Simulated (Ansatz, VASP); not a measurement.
# Two plane-wave programs on SiC

POSCAR

```
SiC
1.0
   -0.0866864835      2.0913658667      2.0913658667
    2.0913658667     -0.0866864835      2.0913658667
    2.0913658667      2.0913658667     -0.0866864835
Si C
1 1
Direct
   -0.0026964242     -0.0026964242     -0.0026964242
    0.2526964242      0.2526964242      0.2526964242
```

INCAR.step1

```
SYSTEM = SiC
ALGO = Normal ; EDIFF = 1E-4
ENCUT = 520 ; GGA = PE
ISMEAR = 0 ; LASPH = .TRUE.
LCHARG = .FALSE. ; LREAL = .FALSE.
LWAVE = .TRUE. ; NBANDS = 11
NELM = 60 ; PREC = Accurate
SIGMA = 0.01
```

File INCAR.step2:

```
SYSTEM = SiC
ALGO = Normal ; EDIFF = 1E-6
ENCUT = 520 ; ISIF = 2
ISMEAR = 0 ; ISTART = 1
LASPH = .TRUE. ; LCHARG = .TRUE.
LELF = .TRUE. ; LMIXTAU = .TRUE.
LREAL = .FALSE. ; LVHAR = .TRUE.
LWAVE = .FALSE. ; METAGGA = R2SCAN
NBANDS = 11 ; NELM = 60
PREC = Accurate ; SIGMA = 0.01
```

Contents of KPOINTS:

```
k-points
0
G
  10 10 10
  0 0 0
```

Input for Ansatz:

```yaml
crystal:
  lattice:
    - [-0.0866864835, 2.0913658667, 2.0913658667]
    - [2.0913658667, -0.0866864835, 2.0913658667]
    - [2.0913658667, 2.0913658667, -0.0866864835]
  atoms:
    - { symbol: Si, position: [-0.0026964242, -0.0026964242, -0.0026964242] }
    - { symbol: C, position: [0.2526964242, 0.2526964242, 0.2526964242] }
kpoints:
  mp_grid: { grid: [10, 10, 10] }
  band_path:
    path:
      - [0.0, 0.0, 0.0]
      - [-0.5, -0.5, 0.0]
      - [-0.375, -0.375, 0.25]
      - [-0.375, 0.0, 0.375]
      - [0.0, 0.0, 0.5]
      - [-0.5, -0.25, 0.25]
      - [0.0, 0.5, 0.5]
    npoints: 1
hamiltonian:
  xc: r2scan
scf:
  occupations: { method: fixed }
  n_extra_bands: 4
output:
  forces: true
  stress: true
  eigenvalues: true
```

Change from the starting cell: shear_111 strain -6.0%.

Alike in both runs: task single point; functional r2SCAN; k mesh 10 × 10 × 10; no spin polarisation.

|  | VASP | Ansatz |
| --- | --- | --- |
| version | VASP 6.6.1 | Ansatz 0.2.0 |
| potentials or method | VASP PAW PBE potentials, release 64 (Si, C) | plane waves, PAW |
| plane-wave cutoff (eV) | 520 | 500 |
| occupations | gaussian, width 0.01 eV | fixed |
| valence electrons in the cell | 8 | 8 |

```tsv
	VASP	Ansatz	Ansatz less VASP
gap on the k mesh at the Fermi level (eV)	1.11	1.10	-0.010
pressure (GPa)	15.9	16.1	+0.23
largest component of the traceless stress (GPa)	11.51	11.45	-0.064
rms of the force components (eV/Å)	0.004	0.001	-0.0028
```

Atom by atom the forces differ by 0.003 eV/Å (rms over components).

Caveats: so large a pressure means that the cell lies far from this level's equilibrium, or that cutoff or potentials fall short (VASP); the potentials were made for another functional, which shifts forces and pressure (VASP). A k mesh can miss the band edges.
